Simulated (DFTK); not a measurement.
Crystal: MgS (Niningerite).

```
S Mg
1.0
     0.00000    2.60165    2.60165
     2.60165    0.00000    2.60165
     2.60165    2.60165    0.00000
S Mg
1 1
Cartesian
  2.6016 2.6016 2.6016
  0.0000 0.0000 0.0000
```

Base run:

```yaml
Program: DFTK 0.8.2
Functional: PBE
Potentials_or_basis: dojo.nc.sr.pbe.v0_4_1.standard.upf (PBE)
Cutoff: 1143 eV
k_mesh: 9 × 9 × 9
Occupations: fermi-dirac, width 0.05 eV
Spin: no spin polarisation
```

Its results: band gap on the k mesh 2.92 eV, indirect (least direct gap 3.71 eV); pressure 1.2 GPa.

Question: After a change of settings the same cell gave: band gap on the k mesh 3.00 eV, indirect (least direct gap 3.75 eV); pressure 1.7 GPa. Which change was it?
A. potentials or basis from dojo.nc.sr.pbe.v0_4_1.standard.upf (PBE) to cp2k.nc.sr.pbe.v0_1.largecore.gth (PBE, GTH, large core); cutoff from 1143 eV to 1116 eV; valence electrons from 16 to 8
B. functional from PBE to PBEsol; potentials or basis from dojo.nc.sr.pbe.v0_4_1.standard.upf (PBE) to dojo.nc.sr.pbesol.v0_4_1.standard.upf (PBEsol)
C. functional from PBE to LDA; potentials or basis from dojo.nc.sr.pbe.v0_4_1.standard.upf (PBE) to cp2k.nc.sr.lda.v0_1.largecore.gth (LDA, GTH, large core); cutoff from 1143 eV to 1116 eV; valence electrons from 16 to 8

Answer: A.

Caveats: the mesh misses the band edges, which the band path finds closer together; GTH potentials come without recommended cutoffs, and this one wasn't checked for convergence (some runs); this set keeps more shells in the core, which shifts pressures and gaps (some runs).
